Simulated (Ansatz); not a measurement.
# NaCl: single points about a listed cell

A set of self-consistent runs on NaCl under moves of single atoms, random distortions, further strains and shifts, swapped elements, other functionals, to map its energy surface near the listed cell.

Program: Ansatz 0.2.0. Level of theory: DFT PBE, scalar-relativistic, plane waves, PAW. These are calculated values, not measurements.

**1. Starting point**

Symmetry: Pm-3m, No. 221, cubic system. The conventional cell has a = 3.502 Å, b = 3.502 Å, c = 3.502 Å, α = 90.00°, β = 90.00°, γ = 90.00°. Na (site symmetry m-3m) has 8 Cl at 3.03 Å as nearest neighbours. Cl (site symmetry m-3m) is surrounded by 8 Na at 3.03 Å.

As a file:

```cif
data_structure
_symmetry_space_group_name_H-M 'P 1'
_symmetry_Int_Tables_number 1
_cell_length_a 3.5022
_cell_length_b 3.5022
_cell_length_c 3.5022
_cell_angle_alpha 90.000
_cell_angle_beta 90.000
_cell_angle_gamma 90.000
_cell_volume 42.96
loop_
_atom_site_label
_atom_site_type_symbol
_atom_site_fract_x
_atom_site_fract_y
_atom_site_fract_z
_atom_site_occupancy
Na1 Na 0.00000 0.00000 0.00000 1
Cl1 Cl 0.50000 0.50000 0.50000 1
```

The structure comes from the Materials Project (structure only).

**2. A single atom displaced**

Against the listed cell: atom 2 (Cl) moved by 0.04 Å.

The input, input.yaml:

```yaml
crystal:
  lattice:
    - [3.50219, 0.0, 0.0]
    - [0.0, 3.50219, 0.0]
    - [0.0, 0.0, 3.50219]
  atoms:
    - { symbol: Na, position: [0.0, 0.0, 0.0] }
    - { symbol: Cl, position: [0.5, 0.512849103, 0.5] }
basis:
  ecutwfc: 420
kpoints:
  mp_grid: { grid: [6, 6, 6] }
hamiltonian:
  xc: pbe
scf:
  occupations: { method: gaussian, width: 0.02 }
output:
  forces: true
  stress: true
  eigenvalues: true
  populations: true
```

**3. Substitution of an element, cell strained: Cl → I, first probe**

The input, input.yaml:

```yaml
crystal:
  lattice:
    - [3.6781865734, 0.0, 0.0]
    - [0.0, 3.6781865734, 0.0]
    - [0.0, 0.0, 3.6781865734]
  atoms:
    - { symbol: Na, position: [0.0, 0.0, 0.0] }
    - { symbol: I, position: [0.5, 0.5, 0.5] }
basis:
  ecutwfc: 420
kpoints:
  mp_grid: { grid: [6, 6, 6] }
hamiltonian:
  xc: pbe
scf:
  occupations: { method: gaussian, width: 0.1 }
output:
  forces: true
  stress: true
  eigenvalues: true
```

**4. One element swapped, cell strained: Cl → I**

Edit input.yaml of step 3 so:

```diff
@@ -11,3 +11,3 @@
 kpoints:
-  mp_grid: { grid: [6, 6, 6] }
+  mp_grid: { grid: [8, 8, 8] }
 hamiltonian:
@@ -15,3 +15,3 @@
 scf:
-  occupations: { method: gaussian, width: 0.1 }
+  occupations: { method: gaussian, width: 0.02 }
 output:
```

**5. A change within the space group**

The input, input.yaml:

```yaml
crystal:
  lattice:
    - [3.3959335554, 0.0, 0.0]
    - [0.0, 3.3959335554, 0.0]
    - [0.0, 0.0, 3.3959335554]
  atoms:
    - { symbol: Na, position: [0.0, 0.0, 0.0] }
    - { symbol: Cl, position: [0.5, 0.5, 0.5] }
basis:
  ecutwfc: 420
kpoints:
  mp_grid: { grid: [6, 6, 6] }
hamiltonian:
  xc: pbe
scf:
  occupations: { method: gaussian, width: 0.02 }
output:
  forces: true
  stress: true
  eigenvalues: true
```

**6. Random moves and strain, cell strained**

The input, input.yaml:

```yaml
crystal:
  lattice:
    - [3.6514883597, -0.01751095, -0.0012607884]
    - [-0.01751095, 3.6333820374, -0.0173358405]
    - [-0.0012607884, -0.0173358405, 3.6575121265]
  atoms:
    - { symbol: Na, position: [0.0070612959, 0.0035720506, 0.0032808043] }
    - { symbol: Cl, position: [0.4929387041, 0.4964279494, 0.4967191957] }
basis:
  ecutwfc: 420
kpoints:
  mp_grid: { grid: [6, 6, 6] }
hamiltonian:
  xc: pbe
scf:
  occupations: { method: gaussian, width: 0.02 }
output:
  forces: true
  stress: true
  eigenvalues: true
```

**7. A distortion of lower symmetry**

The input, input.yaml:

```yaml
crystal:
  lattice:
    - [3.5339898852, 0.0, 0.0]
    - [0.0, 3.5865227352, 0.0]
    - [0.0, 0.0, 3.5865227352]
  atoms:
    - { symbol: Na, position: [0.0, 0.0, 0.0] }
    - { symbol: Cl, position: [0.5, 0.5, 0.5] }
basis:
  ecutwfc: 420
kpoints:
  mp_grid: { grid: [6, 6, 6] }
hamiltonian:
  xc: pbe
scf:
  occupations: { method: gaussian, width: 0.02 }
output:
  forces: true
  stress: true
  eigenvalues: true
```

**8. Functional and cell changed: LDA**

Edit input.yaml of step 7 so:

```diff
@@ -2,5 +2,5 @@
   lattice:
-    - [3.5339898852, 0.0, 0.0]
-    - [0.0, 3.5865227352, 0.0]
-    - [0.0, 0.0, 3.5865227352]
+    - [3.4651368298, 0.0, 0.0]
+    - [0.0, 3.4651368298, 0.0]
+    - [0.0, 0.0, 3.4651368298]
   atoms:
@@ -13,3 +13,3 @@
 hamiltonian:
-  xc: pbe
+  xc: lda
 scf:
```

**9. Functional and cell changed: PBEsol**

Edit input.yaml of step 8 so:

```diff
@@ -2,5 +2,5 @@
   lattice:
-    - [3.4651368298, 0.0, 0.0]
-    - [0.0, 3.4651368298, 0.0]
-    - [0.0, 0.0, 3.4651368298]
+    - [3.4250717762, 0.0, 0.0]
+    - [0.0, 3.4250717762, 0.0]
+    - [0.0, 0.0, 3.4250717762]
   atoms:
@@ -13,3 +13,3 @@
 hamiltonian:
-  xc: lda
+  xc: pbesol
 scf:
```

Q: Predict the outcome of this session. Wanted: for each run, case; energy; pressure; largest force.

The runs gave:

| step | case | energy (meV/atom) | pressure (GPa) | largest force (eV/Å) | gap on the mesh (eV) |
| --- | --- | --- | --- | --- | --- |
| 2 | a single atom displaced | +0.0 | 0.1 | 0.02 | 3.98 |
| 4 | one element swapped, cell strained: Cl → I | n/a | 10.0 | 0.00 | 2.02 |
| 5 | a change within the space group | +17.4 | 3.1 | 0.00 | 4.31 |
| 6 | random moves and strain, cell strained | +21.4 | -2.3 | 0.00 | 3.59 |
| 7 | a distortion of lower symmetry | +5.1 | -1.2 | 0.00 | 3.74 |
| 8 | functional and cell changed: LDA | n/a | -2.4 | 0.00 | 3.70 |
| 9 | functional and cell changed: PBEsol | n/a | 0.6 | 0.00 | 4.06 |

Energies are counted from step 2, with the smearing taken to zero. Other atoms or functionals have another zero of energy (n/a). 

What this shows: The pressure is 3.1 GPa in the smallest cell and -2.3 GPa in the largest; between them shape and moved atoms count too. Among the distorted cells of the listed formula and level the gap runs from 3.59 eV to 4.31 eV. Spin-orbit coupling is left out, which matters for the bands of I.

The gaps are Kohn-Sham values of a semilocal functional, not quasiparticle or optical gaps. Such gaps usually fall short of the measured ones; spin-orbit coupling, left out here, narrows gaps with I, so the two errors partly cancel.
